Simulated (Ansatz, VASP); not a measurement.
**Mo in VASP and in Ansatz**

Contents of INCAR:

```
SYSTEM = Mo
ALGO = Fast
EDIFF = 1E-6
ENCUT = 520
GGA = PE
ISIF = 2
ISMEAR = 0
LASPH = .TRUE.
LCHARG = .FALSE.
LREAL = .FALSE.
LWAVE = .FALSE.
NBANDS = 13
NELM = 100
PREC = Accurate
SIGMA = 0.15
```

File KPOINTS:

```
k-points
0
G
  22 22 22
  0 0 0
```

POSCAR

```
Mo
1.0
    0.0000000000      2.0008558773      2.1615246043
    2.0008558773      0.0000000000      2.1615246043
    2.0008558773      2.0008558773      0.0000000000
Mo
1
Direct
    0.0000000000      0.0000000000      0.0000000000
```

Input for Ansatz:

```yaml
crystal:
  lattice:
    - [0.0, 2.0008558773, 2.1615246043]
    - [2.0008558773, 0.0, 2.1615246043]
    - [2.0008558773, 2.0008558773, 0.0]
  atoms:
    - { symbol: Mo, position: [0.0, 0.0, 0.0] }
basis:
  ecutwfc: 420
kpoints:
  mp_grid: { grid: [22, 22, 22] }
hamiltonian:
  xc: pbe
scf:
  occupations: { method: gaussian, width: 0.15 }
output:
  forces: true
  stress: true
  eigenvalues: true
```

Alike in both runs: task single point; functional PBE; k mesh 22 × 22 × 22; occupations gaussian, width 0.15 eV; no spin polarisation.

|  | VASP | Ansatz |
| --- | --- | --- |
| version | VASP 6.6.1 | Ansatz 0.2.0 |
| potentials or method | VASP PAW PBE potentials, release 64 (Mo_sv) | scalar-relativistic, plane waves, PAW |
| plane-wave cutoff (eV) | 520 | 420 |
| valence electrons in the cell | 14 | 14 |

|  | VASP | Ansatz | Ansatz less VASP |
| --- | --- | --- | --- |
| gap on the k mesh at the Fermi level (eV) | none | none | - |
| pressure (GPa) | -15.2 | -15.6 | -0.39 |
| largest component of the traceless stress (GPa) | 5.69 | 5.71 | +0.016 |

A gap of «none» marks a metal or a gap that the smearing closes. The functional is the same, so the differences come from potentials, cutoffs and numerics.

Caveats: so large a pressure means that the cell lies far from this level's equilibrium, or that cutoff or potentials fall short (VASP).
